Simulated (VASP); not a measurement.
Wanted: the native input for a VASP 6.6.1 run.

```
Task                               : work function
Functional                         : PBE0
Potentials or basis                : VASP PAW PBE potentials, release 64 (Se, Zr_sv)
Cutoff                             : 520 eV
k mesh                             : 6 × 6 × 1
Occupations                        : gaussian, width 0.03 eV
Spin                               : no spin polarisation
Grid for exact exchange (PRECFOCK) : Fast
Exchange at q = 0                  : default
Dipole correction                  : yes
Further INCAR settings             : ALGO = Normal; EDIFF = 1e-07
```

ZrSe2, a sheet with vacuum:

```xyz
3
Lattice="3.7551 0.0000 0.0000 -1.8776 3.2520 0.0000 0.0000 0.0000 19.1600" Properties=species:S:1:pos:R:3 pbc="T T T"
Se    0.0000    2.1680    7.9848
Se    1.8776    1.0840   11.1752
Zr    0.0000    0.0000    9.5800
```

The cell was built by a generator and needn't be a form met in nature.

These files were run (other wordings do the same):

POSCAR

```
ZrSe2                                   
1.0
    3.7551111207      0.0000000000      0.0000000000
   -1.8775555604      3.2520216282      0.0000000000
    0.0000000000      0.0000000000     19.1600000000
  Se              Zr            
     2     1
Direct
     0.3333330000000032    0.6666669999999968    0.4167438954278610
     0.6666669999999968    0.3333330000000032    0.5832561045721391
     0.0000000000000000    0.0000000000000000    0.5000000000000000
```

INCAR.step1

```
  PREC = Accurate
  ENCUT = 520
  EDIFF = 1E-5
  ISMEAR = 0
  SIGMA = 0.03
  LREAL = F
  LASPH = T
  NELM = 80
  ALGO = Normal
  ISIF = 2
  LWAVE = T
  LDIPOL = T
  IDIPOL = 3
  DIPOL = 0.5 0.5 0.500
  GGA = PE
  KPAR = 4
```

INCAR.step2

```
  PREC = Accurate
  ENCUT = 520
  EDIFF = 1E-7
  ISMEAR = 0
  SIGMA = 0.03
  LREAL = F
  LASPH = T
  NELM = 80
  ALGO = Normal
  ISIF = 2
  LWAVE = F
  LCHARG = T
  LDIPOL = T
  IDIPOL = 3
  DIPOL = 0.5 0.5 0.500
  GGA = PE
  LHFCALC = T
  AEXX = 0.25
  PRECFOCK = Fast
  LVHAR = T
  LVACPOTAV = T
  ISTART = 1
  KPAR = 4
```

KPOINTS

```
regular mesh
0
Gamma
  6 6 1
```

Potentials or basis: VASP PAW PBE potentials, release 64 (Se, Zr_sv).

Launch:

```bash
$ cat potpaw_PBE.64/Se/POTCAR potpaw_PBE.64/Zr_sv/POTCAR > POTCAR
$ cp INCAR.step1 INCAR
$ mpirun -np 4 vasp_std > vasp.out
$ cp INCAR.step2 INCAR
$ mpirun -np 4 vasp_std > vasp.out
```

Results of the run:

```json
{
  "Largest force": "0.201 eV/Å",
  "Band gap on the k mesh": "1.70 eV, indirect (least direct gap 2.52 eV)",
  "Ionisation potential of the upper face": "6.38 eV"
}
```

Caveat: the PAW data sets were made with another functional, which shifts forces and pressure a little.

Wall time 3.6 min on 4 MPI ranks on Intel(R) Xeon(R) Platinum 8488C (Sapphire Rapids), on a shared host, peak memory 0.33 GiB a rank.
